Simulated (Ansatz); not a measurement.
# SiNi: properties at the relaxed cell

An exercise on one series of results from a longer session: the logs are not shown, and one member is left open.

Program: Ansatz 0.2.0. Level of theory: DFT PBE, scalar-relativistic, plane waves, PAW. These are calculated values, not measurements.

1 further run of the same task is left out (set aside as unsound or not needed).

## Starting point

Symmetry: Pnma, No. 62, orthorhombic system. Conventional cell: a = 5.154 Å, b = 3.375 Å, c = 5.620 Å, α = 90.00°, β = 90.00°, γ = 90.00°. Si (site symmetry m) has 6 Ni at 2.29 to 2.41 Å in its first shell of neighbours. Ni (site symmetry m) is surrounded by 6 Si at 2.29 to 2.41 Å.

Coordinates:

```cif
data_structure
_symmetry_space_group_name_H-M 'Pnma'
_symmetry_Int_Tables_number 62
_cell_length_a 5.1541
_cell_length_b 3.3755
_cell_length_c 5.6197
_cell_angle_alpha 90.000
_cell_angle_beta 90.000
_cell_angle_gamma 90.000
_cell_volume 97.77
loop_
_atom_site_label
_atom_site_type_symbol
_atom_site_symmetry_multiplicity
_atom_site_Wyckoff_symbol
_atom_site_fract_x
_atom_site_fract_y
_atom_site_fract_z
_atom_site_occupancy
Si1 Si 4 c 0.32125 0.75000 0.08408 1
Ni1 Ni 4 c 0.00822 0.25000 0.18849 1
```

It is the result of an earlier relaxation at this level (volume 12.22 Å³/atom; gap on the mesh: none (metal)).

The first run:

File input.yaml:

```yaml
crystal:
  lattice:
    - [5.1540864075, 0.0, 0.0]
    - [0.0, 3.3754900134, 0.0]
    - [0.0, 0.0, 5.6197139366]
  atoms:
    - { symbol: Si, position: [0.3212470395, 0.75, 0.0840781282] }
    - { symbol: Si, position: [0.1787529605, 0.25, 0.5840781282] }
    - { symbol: Si, position: [0.8212470395, 0.75, 0.4159218718] }
    - { symbol: Si, position: [0.6787529605, 0.25, 0.9159218718] }
    - { symbol: Ni, position: [0.0082175816, 0.25, 0.188486932] }
    - { symbol: Ni, position: [0.4917824184, 0.75, 0.688486932] }
    - { symbol: Ni, position: [0.5082175816, 0.25, 0.311513068] }
    - { symbol: Ni, position: [0.9917824184, 0.75, 0.811513068] }
basis:
  ecutwfc: 420
kpoints:
  mp_grid: { grid: [8, 10, 6] }
  band_path:
    path:
      - [[0.0, 0.0, 0.0], [0.5, 0.0, 0.0], [0.5, 0.5, 0.0], [0.0, 0.5, 0.0], [0.0, 0.0, 0.0], [0.0, 0.0, 0.5], [0.5, 0.0, 0.5], [0.5, 0.5, 0.5], [0.0, 0.5, 0.5], [0.0, 0.0, 0.5]]
      - [[0.5, 0.0, 0.0], [0.5, 0.0, 0.5]]
      - [[0.0, 0.5, 0.0], [0.0, 0.5, 0.5]]
      - [[0.5, 0.5, 0.0], [0.5, 0.5, 0.5]]
    npoints: 14
hamiltonian:
  xc: pbe
scf:
  occupations: { method: gaussian, width: 0.1 }
  n_extra_bands: 20
output:
  forces: true
  stress: true
  eigenvalues: true
  populations: true
  dos: { projected: true, de: 0.02, nscf_kmesh: { grid: [12, 15, 9] } }
  bader: true
```

Command:

```bash
$ ansatz run input.yaml --threads 2 --pin off --max-ram 5120MiB --backend cpu --events-out ev --progress --plain --runs-dir out
```

Steps of the session up to this table: Static run: bands, density of states and charges; The cell scaled to 0.97 of its volume; Volume × 1.03; Point at V/V0 = 0.94; Point at V/V0 = 1.06.

One of the session's tables, all rows but one given; the rest of the session is left out.

It belongs to the step «Energy against volume». 

| volume (Å³/atom) | energy above the lowest point (meV/atom) | pressure (GPa) |
| --- | --- | --- |
| 11.488 | 25.5 | 11.81 |
| 11.855 | ? | ? |
| 12.221 | 0.0 | 0.00 |
| 12.588 | 5.4 | -4.57 |
| 12.954 | 20.5 | -8.42 |

Estimate the missing values for volume (Å³/atom) = 11.855.

Worked estimate for «energy above the lowest point (meV/atom)». A straight line through the neighbours (11.488, 25.5) and (12.221, 0.0) gives 25.5 + (0.0 − 25.5) × (11.855 − 11.488) / (12.221 − 11.488) = 12.7; a parabola fitted to 3 rows on both sides gives 6.7.

As computed: energy above the lowest point (meV/atom): 6.0; pressure (GPa): 5.42. In «energy above the lowest point (meV/atom)» the line misses by +6.7 and the parabola by +0.7.

Caveats from the session: Spin polarisation is off in the runs that give these values; a magnetic solution could lie lower.
